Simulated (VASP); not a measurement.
# Settings for InSe: relaxation of the atoms

InSe, P1 (no. 1), 8 atoms in the cell. PBE; PAW potentials In_d, Se (PBE set). VASP 6.6.1.

Wanted: energy within 10 meV/atom; shortest distances from each atom, periodic images included within 0.02 Å.

What the run is for: geometry; Accuracy asked: screening.

POSCAR:
```
InSe
1.0
    4.0473293151      0.0000000000      0.0000000000
   -2.0236646576      3.5050900044      0.0000000000
    0.0000000000      0.0000000000     18.0520649100
In Se
4 4
Direct
    0.3292720000      0.6779950000      0.0777100000
    0.3521850000      0.6998220000      0.9172170000
    0.0090220000      0.0081190000      0.4179890000
    0.0045400000     -0.0029790000      0.5794500000
    0.3446590000      0.6832950000      0.3525630000
    0.2885880000      0.6429490000      0.6461660000
    0.6762940000      0.3436300000      0.1413830000
    0.6501260000      0.3428570000      0.8556810000
```

The series start from Plane-wave cutoff (eV): 310; k-point mesh: 4 × 4 × 1; Ionic threshold (EDIFFG): -0.01; Electronic threshold (eV): 1e-6; Precision mode (PREC): Accurate; Relaxation algorithm: IBRION=2; Electronic steps between moves: NELMIN=4 ALGO=Normal. Each series keeps the choices made before it, and each single choice may use up half of a tolerance.

## Plane-wave cutoff (eV)

| Plane-wave cutoff (eV) | Energy less reference (meV/atom) | Shortest distances from each atom, periodic images included, largest deviation (Å) | Time (s) |
|---|---|---|---|
| 220 | 13 | 0.002 | 99 |
| 240 | 2 | 0.001 | 68 |
| 280 | 1 | 0.001 | 133 |
| 310 | 1 | 0.000 | 154 |
| 380 | 0 | 0.000 | 221 |
| 480 (reference) | 0 | 0.000 | 322 |

Chosen: 240, the loosest value from which every tighter one stays within half of the tolerance.

## k-point mesh

| k-point mesh | Energy less reference (meV/atom) | Shortest distances from each atom, periodic images included, largest deviation (Å) | Time (s) |
|---|---|---|---|
| 2 × 2 × 1 | 314 | 0.015 | 32 |
| 3 × 3 × 1 | 78 | 0.004 | 46 |
| 4 × 4 × 1 | 18 | 0.001 | 68 |
| 5 × 5 × 1 | 4 | 0.003 | 108 |
| 6 × 6 × 2 (reference) | 0 | 0.000 | 195 |

Chosen: 5 × 5 × 1.

## Ionic threshold (EDIFFG)

| Ionic threshold (EDIFFG) | Energy less reference (meV/atom) | Shortest distances from each atom, periodic images included, largest deviation (Å) | Time (s) |
|---|---|---|---|
| -0.1 | 1 | 0.025 | 34 |
| -0.05 | 0 | 0.005 | 39 |
| -0.02 | 0 | 0.005 | 72 |
| -0.01 | 0 | 0.001 | 108 |
| -0.005 | 0 | 0.000 | 80 |
| -0.002 (reference) | 0 | 0.000 | 208 |

Chosen: -0.05.

## Electronic threshold (eV)

| Electronic threshold (eV) | Energy less reference (meV/atom) | Shortest distances from each atom, periodic images included, largest deviation (Å) | SCF iterations | Time (s) |
|---|---|---|---|---|
| 0.0001 | 0 | 0.009 | 44 | 22 |
| 1e-5 | 0 | 0.007 | 61 | 29 |
| 1e-6 | 0 | 0.000 | 69 | 39 |
| 1e-7 (reference) | 0 | 0.000 | 86 | 44 |

Chosen: 0.0001.

## Precision mode (PREC)

| Precision mode (PREC) | Energy less reference (meV/atom) | Shortest distances from each atom, periodic images included, largest deviation (Å) | SCF iterations | Time (s) |
|---|---|---|---|---|
| Normal | -1 | 0.001 | 44 | 15 |
| Accurate (reference) | 0 | 0.000 | 44 | 22 |

Chosen: Normal.

## Relaxation algorithm

| Relaxation algorithm | Energy less reference (meV/atom) | Shortest distances from each atom, periodic images included, largest deviation (Å) | SCF iterations | Time (s) |
|---|---|---|---|---|
| IBRION=2 | 0 | 0.000 | 44 | 15 |
| IBRION=2 POTIM=0.2 | 0 | 0.006 | 52 | 17 |
| IBRION=2 POTIM=0.8 | 0 | 0.004 | 53 | 18 |
| IBRION=1 | 0 | 0.002 | 40 | 13 |
| IBRION=1 POTIM=0.2 | 0 | 0.006 | 52 | 17 |
| IBRION=1 POTIM=0.3 NFREE=10 | 0 | 0.001 | 43 | 13 |
| IBRION=3 POTIM=0.2 SMASS=0.4 | 0 | 0.011 | 79 | 25 |
| IBRION=3 POTIM=0.3 | 0 | 0.003 | 45 | 14 |

Chosen: IBRION=2; no other choice that stays within half of the tolerance saves 30 % of the time.

## Electronic steps between moves

| Electronic steps between moves | Energy less reference (meV/atom) | Shortest distances from each atom, periodic images included, largest deviation (Å) | SCF iterations | Time (s) |
|---|---|---|---|---|
| NELMIN=4 ALGO=Normal | 0 | 0.000 | 44 | 15 |
| ALGO=Normal | 0 | 0.002 | 41 | 13 |
| NELMIN=4 MAXMIX=40 ALGO=Normal | 0 | 0.001 | 51 | 17 |
| NELMIN=4 ALGO=Fast | 0 | 0.004 | 74 | 21 |
| NELMIN=4 MAXMIX=40 ALGO=Fast | 0 | 0.008 | 66 | 20 |

Chosen: NELMIN=4 ALGO=Normal.

## All choices together

| Input | Energy less reference (meV/atom) | Shortest distances from each atom, periodic images included, largest deviation (Å) | Time (s) |
|---|---|---|---|
| the program's defaults (naive) | 21 | 0.005 | 15 |
| chosen settings | 6 | 0.006 | 15 |
| reference settings throughout | 0 | 0.000 | 703 |

The tolerance is met.

## The input

INCAR:
```
SYSTEM = InSe
GGA = PE
ISMEAR = 0
SIGMA = 0.03
LWAVE = .FALSE.
LCHARG = .FALSE.
ISIF = 2
NSW = 120
PREC = Normal
LASPH = .TRUE.
LREAL = .FALSE.
ALGO = Normal
EDIFF = 1E-4
NELM = 120
GGA_COMPAT = .FALSE.
IBRION = 2
EDIFFG = -0.05
NELMIN = 4
ENCUT = 240
EFERMI = MIDGAP
KPAR = 8
```

KPOINTS:
```
Automatic mesh
0
Gamma
  5 5 1
  0 0 0
```

Commands:
```
cat potpaw_PBE.64/In_d/POTCAR potpaw_PBE.64/Se/POTCAR > POTCAR
mpirun -np 8 vasp_std > vasp.out
```

The chosen input took VASP 6.6.1 15 s on 8 cores (Intel Xeon 6975P-C (Granite Rapids)), a shared host.

## An input that fails: too few ionic steps

It gives no converged result.

Changes against the starting input:
```
- NSW = 120
- NELM = 120
+ NSW = 2
+ NELM = 76
```
